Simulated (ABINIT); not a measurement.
InPd, 2 atoms in the cell. Symmetry: Pm-3m, No. 221, cubic system. The conventional cell has a = 3.272 Å, b = 3.272 Å, c = 3.272 Å, α = 90.00°, β = 90.00°, γ = 90.00°. In (site symmetry m-3m) is surrounded by 8 Pd at 2.83 Å. Around Pd (site symmetry m-3m) lie 8 In at 2.83 Å. The cell comes from a database or a generator and needn't be the stable form of this composition.

```yaml
Program: ABINIT 10.8.3 (patched build)
Task: single point
Functional: PBE
Potentials_or_basis: JTH PAW PBE v2.0
Cutoff: 599 eV
k_mesh: 8 × 8 × 8
Occupations: fermi-dirac, width 0.05 eV
Spin: no spin polarisation
Fine-grid_cutoff: 1197.3 eV
Exchange_and_correlation_inside_the_PAW_spheres: full angular mesh (pawxcdev 0, this build's default; the released program takes 1)
```

Potentials or basis: JTH PAW PBE v2.0.

Command:

```sh
$ abinit run.abi > log 2>&1
```

Hardware: 1 thread of Intel(R) Xeon(R) Platinum 8488C (Sapphire Rapids) (shared host).

Estimate the wall time of this run.

Run time: 62 s on 1 thread of Intel(R) Xeon(R) Platinum 8488C (Sapphire Rapids), on a shared host, peak memory 0.13 GiB. Counts: scf iterations 34, mpi ranks 1, k points 35, bands 20, plane waves 1189.
